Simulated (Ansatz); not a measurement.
Computed with DFT PBE, scalar-relativistic, plane waves, PAW in Ansatz 0.2.0. Settings: cutoff 420 eV, Γ-centred meshes spaced at most about 0.3 Å⁻¹, and about 0.25 Å⁻¹ or finer for metals (2π included), Gaussian smearing. No spin polarisation.

Temperature and zero-point effects are left out.

Task: Order these relaxed structures of MgGe3N by energy, lowest first, with the energy over the lowest of them.
A. Space group R3m (No. 160), trigonal, a = 6.939 Å, c = 6.440 Å. Mg has 1 N at 2.01 Å and 3 Ge at 2.77 Å; around Ge lie 1 N at 1.94 Å and 1 Mg at 2.77 Å; around N lie 3 Ge at 1.94 Å and 1 Mg at 2.01 Å.
B. Space group C2/m (No. 12), monoclinic, a = 9.882 Å, b = 5.524 Å, c = 6.836 Å, β = 106.1°. Mg is surrounded by 8 Ge at 2.84–3.24 Å, 2 Mg at 3.19 Å, 2 N at 3.32 Å and 1 Ge at 3.48 Å; around Ge on a site of symmetry 2 lie 1 Ge at 2.65 Å, 2 Mg at 2.84 Å, 3 Ge at 2.88–2.91 Å, 2 Mg at 3.04 Å, 2 Ge at 3.08 Å and 2 N at 3.42 Å; around Ge on a site of symmetry m lie 2 N at 2.01 Å, 4 Ge at 2.84–3.08 Å, 1 Mg at 2.90 Å and 2 Mg at 3.16 Å; around N lie 4 Ge at 2.01–2.05 Å, 2 N at 2.73–2.79 Å, 2 Mg at 3.32 Å and 2 Ge at 3.42 Å; 1 more site not described.
C. Space group P3m1 (No. 156), trigonal, a = 3.578 Å, c = 8.429 Å. Mg has 3 N at 2.14 Å and 1 Ge at 2.81 Å; Ge on its first site has 1 N at 1.82 Å and 3 Ge at 2.68 Å; around Ge on its second site lie 6 Ge at 2.58–2.68 Å; N has 1 Ge at 1.82 Å and 3 Mg at 2.14 Å; 1 more site not described.

Result: C (0 meV/atom), A (164 meV/atom), B (259 meV/atom). Counting Ge or Mg atoms around N (for each partner element, those within 1.25 times its shortest distance or 1.15 times the sum of covalent radii, where it is the nearest in units of that sum or under 1.3): C has N 4; A has N 4; B has N 4. C holds Ge–Ge nets (shortest 2.58 Å) (bonds between like non-metal atoms; other contacts aren't counted). All come from invented guesses.

Cells relaxed within their symmetry can be saddle points. Some candidate types were left out of the draw beforehand, so a known form may be missing.
